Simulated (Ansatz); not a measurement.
### Quasiparticle gap of SiC (F-43m)

The structure is cubic, space group F-43m (No. 216). Conventional cell: a = 4.358 Å, b = 4.358 Å, c = 4.358 Å, α = 90.00°, β = 90.00°, γ = 90.00°. Nearest to Si lie 4 C at 1.89 Å. Nearest to C lie 4 Si at 1.89 Å. Farther neighbours are not listed.

- method: DFT, PBE, plane waves, PAW (and 1 further level or step)
- program: Ansatz 0.2.0
- settings of one run: cutoff 420 eV, 10×10×10 k-mesh, smearing width 0.02 eV, default PAW
- cost: 2 runs, 9.6 s in all on 1 × NVIDIA H100 80GB HBM3 (shared by 6 runs) with 2 threads of AMD EPYC 7R13 (Zen 3), shared host (the runs of this entry)
- notes: The cell and positions come from the Crystallography Open Database and are kept as given unless a step says otherwise. From 25 bands and 60 eV to 136 bands and 200 eV the gap moves by 2.244 − 1.823 = +0.421 eV (rung by rung 1.823, 2.102, 2.244 eV); bands and screening cutoff rise together, so their parts are not told apart. A line in one over the bands through the two highest rungs gives 2.244 + (2.244 − 2.102) × 65 / (136 − 65) = 2.374 eV, and through the pair below 2.102 + (2.102 − 1.823) × 25 / (65 − 25) = 2.276 eV. The two differ by 0.098 eV, not under the 0.030 eV asked, so the law does not hold well over these rungs and the limit is not known. The differences hold parts that these runs do not separate: finite bands, cutoffs and mesh, points of the zone that were not corrected, the start of G0W0, spin-orbit coupling missing from it, static nuclei, no electron-hole attraction, and what each experiment reads as the gap. How much each gives is not known from the steps shown.
- PBE gap over mesh and path: 1.359 eV, from k = Γ to k = (-0.500, -0.500, 0.000)
- G0W0@PBE gap over 9 of 16 irreducible mesh points: 2.244 eV, from k = Γ to k = (0.000, -0.500, -0.500)
- GW settings: 6×6×6 mesh, 132 empty bands, screening to 200 eV
- known limits: finite bands, screening cutoff and k mesh; no spin-orbit coupling in G0W0

Over 9 of 16 irreducible mesh points the G0W0 gap is 2.244 eV, from k = Γ to k = (0.000, -0.500, -0.500). The PBE gap of this run on the mesh is 1.353 eV. The two states that bound the G0W0 gap lie that far apart at the start, so the correction of the gap is 2.244 − 1.353 = +0.891 eV. The valence state moves by 8.750 − 9.487 = −0.737 eV and the conduction state by 10.994 − 10.841 = +0.153 eV, on the run's own scale; with 25 bands the edge states move by +0.075 and +0.545 eV, so the split between the edges depends on the bands and cutoff.

## From HSE06 to G0W0: SiC (F-43m)

Symmetry: F-43m, No. 216, cubic system. Conventional cell: a = 4.358 Å, b = 4.358 Å, c = 4.358 Å, α = 90.00°, β = 90.00°, γ = 90.00°. Si has 4 C at 1.89 Å nearest. C has 4 Si at 1.89 Å nearest. Farther neighbours are not listed.

| Item | Value |
| --- | --- |
| method | G0W0 on HSE06, plane waves, PAW (and 1 further level or step) |
| program | Ansatz 0.2.0 |
| settings of one run | cutoff 420 eV, 6×6×6 k-mesh, default PAW, empty bands 61, screening cutoff 120 eV, screening contour deformation, QP bands (v2, c2) |
| cost | 2 runs, 35 s in all on 1 × NVIDIA H100 80GB HBM3 (shared by 6 runs) with 2 threads of AMD EPYC 7R13 (Zen 3), shared host (the runs of this entry) |
| notes | In doubt: masses and optical values from hybrid runs of this build are listed as unsure (in some of the runs), which bears on the screening that GW takes from such a start. The cell and positions come from the Crystallography Open Database and are kept as given unless a step says otherwise. The differences hold parts that these runs do not separate: finite bands, cutoffs and mesh, points of the zone that were not corrected, the start of G0W0, spin-orbit coupling missing from it, static nuclei, no electron-hole attraction, and what each experiment reads as the gap. How much each gives is not known from the steps shown. |
| HSE06 gap over mesh and listed points | 2.228 eV, from k = Γ to k = (-0.500, -0.500, 0.000) |
| G0W0@HSE06 gap over 9 of 16 irreducible mesh points | 2.484 eV, from k = Γ to k = (0.000, -0.500, -0.500) |
| GW settings | 6×6×6 mesh, 61 empty bands, screening to 120 eV |
| known limits | finite bands, screening cutoff and k mesh; no spin-orbit coupling in G0W0 |

Over 9 of 16 irreducible mesh points the G0W0 gap is 2.484 eV, from k = Γ to k = (0.000, -0.500, -0.500). The HSE06 gap of this run on the mesh is 2.228 eV. The two states that bound the G0W0 gap lie that far apart at the start, so the correction of the gap is 2.484 − 2.228 = +0.256 eV. The valence state moves by 8.786 − 8.876 = −0.090 eV and the conduction state by 11.270 − 11.103 = +0.167 eV, on the run's own scale; how far single levels stand from their limit in bands is not shown.

[Runs of the session that timed out or met a known fault of the program may be left out.]

[Cells called generated may have been cut or substituted from an entry of the Crystallography Open Database or the Materials Project.]

[Hosts, paths, dates, database ids (printed as entryN), source tags and the programs' standing remarks are cut or masked in the printed files.]
